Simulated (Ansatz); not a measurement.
**RbBr: moving Br off its site**

RbBr, Pm-3m, a = 4.126 Å (as given, not relaxed at this level: -0.6 GPa). This isn't the usual stable structure of the compound. Ansatz: PBEsol, PAW, 420 eV, Γ-centred 6×6×6 mesh on 2 atoms, Gaussian smearing 0.05 eV; no spin polarisation.

```
CELL_PARAMETERS angstrom
4.12608 0.00000 0.00000
0.00000 4.12608 0.00000
0.00000 0.00000 4.12608
ATOMIC_POSITIONS crystal
Rb 0.00000 0.00000 0.00000
Br 0.50000 0.50000 0.50000
```

Atom 2 (Br) moves by x along the unit vector (0.000, 0.000, 1.000), with its periodic images; all else is held. y is the free energy of the cell over the start, F the force along the path summed over the moved atoms. Symmetry makes y even in x.

```
  x (Å) y (meV) F (eV/Å)
-0.3000        ?         ?
-0.1500     7.39      0.10
 0.0000     0.00      0.00
 0.0375     0.46     -0.02
 0.0750     1.84     -0.05
 0.1125     4.15     -0.07
 0.1875    11.57     -0.12
 0.2250    16.71     -0.15
 0.2625    22.83     -0.18
```

Task: Fit y = c2 x² + c4 x⁴ to the energies of the other rows, give the force constant, and predict energy and force of the missing row.

Result: Least squares on the rows shown. y = 326.89 x² + 63.922 x⁴. The force constant is 2 c2 = 0.654 eV/Å² (for all images moving together, not for a lone atom). With two atoms in a cubic cell this is the optical mode at Γ without the LO field: ω = 521.5 √(2 c2/μ) = 66 cm⁻¹ for μ = 41.30 u. The force −dy/dx at the missing row is 0.20 eV/Å (computed 0.20). At x = -0.3000 the fit asked for gives 29.94 meV. The run gave 29.94 meV, the same to the digits shown.